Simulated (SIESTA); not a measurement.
**Pb under changes of volume**

One of the cells (32.418 Å³/atom); the others are scaled copies at fixed shape and fractional positions:

```
CELL_PARAMETERS angstrom
3.03861 -1.75032 0.00000
3.03861 1.75032 0.00000
-2.11546 0.00000 6.09522
ATOMIC_POSITIONS crystal
Pb 0.90851 0.90851 0.72629
Pb 0.09149 0.09149 0.27371
```

This isn't the form of Pb at room conditions, which is fcc.

* Program: SIESTA 5.4.2
* Functional: LDA
* Potentials or basis: PseudoDojo 0.4 standard (LDA files)
* Basis: DZP (energy shift 0.003 Ry; two zetas on semicore shells)
* Grid cutoff: 500 Ry
* Energy shift: 0.003 Ry
* k mesh: 9 × 9 × 5
* Occupations: fermi-dirac, width 0.05 eV
* Spin: no spin polarisation

| volume (Å³/atom) | energy over the lowest point (meV/atom) | pressure (GPa) | largest force (eV/Å) |
| --- | --- | --- | --- |
| 30.473 | 0.00 | -0.3 | 0.032 |
| 31.121 | 3.17 | -1.2 | 0.034 |
| 31.769 | 9.89 | -2.0 | 0.064 |
| 32.418 | 19.72 | -2.8 | 0.096 |
| 33.066 | 32.27 | -3.4 | 0.127 |
| 33.714 | 47.20 | -3.9 | 0.157 |
| 34.363 | ? | ? | ? |

**Question.** What does the run at 34.363 Å³/atom give?

**Answer.** Energy over the lowest point 64.26 meV/atom; pressure -4.4 GPa; largest force 0.185 eV/Å.

Worked out: A Birch-Murnaghan fit of order 3 (a polynomial in V^(-2/3)) to the other rows has its minimum at 30.28 Å³/atom, just outside them, with B0 = V·E''(V) = 48 GPa and B' = 5.1 at fixed shape and positions, which overstates the stiffness. It gives 64.24 meV/atom at 34.363 Å³/atom, against the run's 64.26, and -dE/dV = -4.4 GPa, against -4.4.

Energies are extrapolated to zero smearing.

Caveats: the basis of atomic orbitals isn't converged, which shifts pressures, moduli and gaps.
